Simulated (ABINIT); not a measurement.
Here is an ABINIT 10.8.3 (patched build) calculation.

File run.abi:

```
# Pseudopotentials
pp_dirpath "./"
pseudos "Si.GGA_PBE-JTH.xml"

# Structure
structure "poscar:POSCAR"
natom 2

# Plane-wave basis
ecut 15.0
pawecutdg 30.0
pawxcdev 0

# k points
kptopt 1
ngkpt 11 11 11
nshiftk 1
shiftk 0.0 0.0 0.0

# Exchange and correlation
ixc 11

# Bands and occupations
nband 8
occopt 3
tsmear 0.05 eV

# SCF cycle
nstep 100
tolvrs 1.0e-9

# Output
iomode 3
prtwf 0
prtden 0
prteig 0
prtebands 0
enunit 1
```

The input POSCAR:

```
Si
1.0
   -2.3713723045      2.3713723045      1.3292653899
    2.3713723045     -2.3713723045      1.3292653899
    2.3713723045      2.3713723045     -1.3292653899
Si
2
Direct
    0.5000000000      0.5000000000      0.0000000000  Si
    0.2500000000      0.7500000000      0.5000000000  Si
```

Potentials or basis: JTH PAW PBE v2.0.

Run with:

```bash
$ abinit run.abi > log 2>&1
```

(1) Estimate the pressure.

(2) What does it give for the band gap on the k mesh?

Results:

(1) 3.2 GPa.

(2) none (metal or under the smearing width).
